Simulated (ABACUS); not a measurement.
Crystal: NaF (Villiaumite).

```
Na F
1.0
     0.00000    2.32000    2.32000
     2.32000    0.00000    2.32000
     2.32000    2.32000    0.00000
Na F
1 1
Direct
  0.00000 0.00000 0.00000
  0.50000 0.50000 0.50000
```

Base run:

| Property | Result |
| --- | --- |
| Program | ABACUS 3.10.1 |
| Functional | PBE |
| Potentials or basis | PseudoDojo NC SR 0.4.1 PBE standard |
| Cutoff | 1361 eV |
| Density cutoff | 5442 eV |
| Basis | DZP LCAO (the cutoffs set its grid) |
| k mesh | 10 × 10 × 10 |
| Occupations | fermi-dirac, width 0.05 eV |
| Spin | no spin polarisation |

Its results: band gap on the k mesh 6.27 eV, direct; pressure 1.9 GPa.

**Question.** The run is repeated on the same cell with these changes: potentials or basis from PseudoDojo NC SR 0.4.1 PBE standard to SPMS ONCV 1.0 PBE; k mesh from 10 × 10 × 10 to 9 × 9 × 9. What comes out?

**Answer.** Band gap on the k mesh 6.28 eV, direct; pressure 2.8 GPa.

Caveats: the atomic orbitals were generated for these runs and aren't a published set; the basis of atomic orbitals isn't converged, which shifts pressures, moduli and gaps; an odd mesh through Γ misses points on the zone boundary, where band edges often lie (some runs).

Not every run made on this cell is shown here.
